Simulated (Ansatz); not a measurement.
The system is Cd.

```
Cd
1.0
    -1.78432    1.78432    1.78432
     1.78432   -1.78432    1.78432
     1.78432    1.78432   -1.78432
Cd
1
Cartesian
  0.0000 0.0000 0.0000
```

This isn't the form of Cd at room conditions, which is hcp.

```yaml
Program: Ansatz 0.2.0
Task: relaxation of cell and atoms
Functional: PBEsol
Potentials_or_basis: SPMS NC
Cutoff: 653 eV
Density_cutoff: 2612 eV
k_mesh: 10 × 10 × 10
Occupations: fermi-dirac, width 0.1 eV
Spin: collinear spin, ferromagnetic start
Starting_moments: "[0.5] μB"
```

At the start: pressure -2.9 GPa; volume 22.72 Å³/atom.

Where does the relaxation end?

Over 4 steps the energy falls by 14.4 meV/atom and the volume is 21.27 Å³/atom (-6.4 %); space group Im-3m (No. 229, to 0.05 Å); moment 0.00 μB per cell.

Step by step:
| step | energy change (eV) | largest force (eV/Å) | pressure (GPa) | volume (Å³) |
| --- | --- | --- | --- | --- |
| 1 | 0.0000 | 0.0000 | -2.91 | 22.72 |
| 2 | -0.0064 | 0.0000 | -2.26 | 22.33 |
| 3 | -0.0142 | 0.0000 | 0.43 | 21.09 |
| 4 | -0.0144 | 0.0000 | -0.05 | 21.27 |

Final structure:
```yaml
crystal:
  lattice:
    - [-1.74556, 1.74556, 1.74556]
    - [1.74556, -1.74556, 1.74556]
    - [1.74556, 1.74556, -1.74556]
  atoms:
    - { symbol: Cd, position: [0.00000, 0.00000, 0.00000] }
```

Caveat: the starting moments weren't kept; the thresholds are loose for stress.
